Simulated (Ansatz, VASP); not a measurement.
# NaH: VASP beside Ansatz

The input INCAR:

```
ALGO     = Normal         # electronic algorithm
EDIFF    = 1E-6           # SCF threshold, eV
ENCUT    = 520            # plane-wave cutoff, eV
ISIF     = 2              # what is computed and relaxed
ISMEAR   = -1             # smearing method
LASPH    = T              # aspherical terms in the spheres
LCHARG   = F              # write CHGCAR
LREAL    = F              # projectors in reciprocal space
LWAVE    = F              # write WAVECAR
NBANDS   = 11             # bands
NELM     = 60             # most SCF steps
PREC     = Accurate       # precision mode
SIGMA    = 0.05           # smearing width, eV
```

File KPOINTS:

```
k-points
0
Gamma
  9 9 9
```

Contents of POSCAR:

```
NaH
1.0
    0.0000000000      2.3901901053      2.3901901053
    2.3901901053      0.0000000000      2.3901901053
    2.3901901053      2.3901901053      0.0000000000
Na H
1 1
Direct
    0.0000000000      0.0000000000      0.0000000000
    0.5000000000      0.5000000000      0.5000000000
```

Contents of input.yaml:

```yaml
crystal:
  lattice:
    - [0.0, 2.3901901053, 2.3901901053]
    - [2.3901901053, 0.0, 2.3901901053]
    - [2.3901901053, 2.3901901053, 0.0]
  atoms:
    - { symbol: Na, position: [0.0, 0.0, 0.0] }
    - { symbol: H, position: [0.5, 0.5, 0.5] }
hamiltonian:
  xc: lda
  pseudopotentials: { kind: paw }
kpoints:
  mp_grid: { grid: [9, 9, 9] }
scf:
  occupations: { method: fermi_dirac, width: 0.05 }
output:
  forces: true
  stress: true
  eigenvalues: true
```

Alike in both runs: task single point; functional LDA; k mesh 9 × 9 × 9; occupations fermi-dirac, width 0.05 eV; no spin polarisation.

|  | VASP | Ansatz |
| --- | --- | --- |
| version | VASP 6.6.1 | Ansatz 0.2.0 |
| potentials or method | VASP PAW LDA potentials, release 64 (Na_pv, H) | Ansatz PAW |
| plane-wave cutoff (eV) | 520 | 420 |
| valence electrons in the cell | 8 | 10 |

Ansatz gave:

```
gap on the k mesh at the Fermi level (eV) : 3.78
least direct gap on the mesh (eV)         : 4.54
pressure (GPa)                            : -1.4
```

Question: What did VASP give for the same quantities?

Answer: gap on the k mesh at the Fermi level (eV): 3.78; least direct gap on the mesh (eV): 4.54; pressure (GPa): -1.5.

The two sets of potentials don't hold the same shells in valence.

Caveats: an odd mesh through Γ misses points on the zone boundary, where band edges often lie (VASP); odd divisions of the mesh miss points on the zone boundary, where band edges often lie, so the gap on the mesh can be too wide (Ansatz); the PAW data sets come from PBE, with cores solved anew for the run's functional, which leaves a small shift of forces and pressure (Ansatz). LDA gaps usually lie below the measured ones, often by a third to a half.
